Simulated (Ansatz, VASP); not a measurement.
## Two plane-wave programs on TePb

The input INCAR:

```
SYSTEM = TePb
PREC = Accurate
ENCUT = 520
EDIFF = 1E-6
ISMEAR = 0
SIGMA = 0.05
LREAL = .FALSE.
LASPH = .TRUE.
NELM = 60
ALGO = Fast
ISIF = 2
LWAVE = .FALSE.
LCHARG = .FALSE.
GGA = PS
NBANDS = 17
```

Contents of KPOINTS:

```
regular mesh
0
G
  8 8 8
  0 0 0
```

The input POSCAR:

```
TePb
1.0
    0.0000000000      3.6394743474      3.6394743474
    3.6394743474      0.0000000000      3.6394743474
    3.6394743474      3.6394743474      0.0000000000
Pb Te
1 1
Direct
    0.0000000000      0.0000000000      0.0000000000
    0.2500000000      0.2500000000      0.2500000000
```

Input for Ansatz:

```yaml
crystal:
  lattice:
    - [0.0, 3.6394743474, 3.6394743474]
    - [3.6394743474, 0.0, 3.6394743474]
    - [3.6394743474, 3.6394743474, 0.0]
  atoms:
    - { symbol: Pb, position: [0.0, 0.0, 0.0] }
    - { symbol: Te, position: [0.25, 0.25, 0.25] }
basis:
  ecutwfc: 420
  ecutrho_ratio: 4
kpoints:
  mp_grid: { grid: [8, 8, 8] }
hamiltonian:
  xc: pbesol
scf:
  occupations: { method: gaussian, width: 0.05 }
output:
  forces: true
  stress: true
  eigenvalues: true
```

Alike in both runs: task single point; functional PBEsol; k mesh 8 × 8 × 8; occupations gaussian, width 0.05 eV; no spin polarisation.

|  | VASP | Ansatz |
| --- | --- | --- |
| version | VASP 6.6.1 | Ansatz 0.2.0 |
| potentials or method | VASP PAW PBE potentials, release 64 (Pb_d, Te) | scalar-relativistic, plane waves, PAW |
| plane-wave cutoff (eV) | 520 | 420 |
| valence electrons in the cell | 20 | 30 |

|  | VASP | Ansatz | Ansatz less VASP |
| --- | --- | --- | --- |
| gap on the k mesh at the Fermi level (eV) | 0.52 | 0.52 | +0.002 |
| least direct gap on the mesh (eV) | 1.14 | 1.14 | 0.000 |
| pressure (GPa) | -0.8 | -0.8 | +0.02 |

The two sets of potentials don't hold the same shells in valence.

Caveats: the PAW data sets were made with another functional, which shifts forces and pressure a little (VASP); spin-orbit coupling is left out, which as a rule narrows the gap of such compounds by several tenths of an eV. A k mesh can miss the band edges.
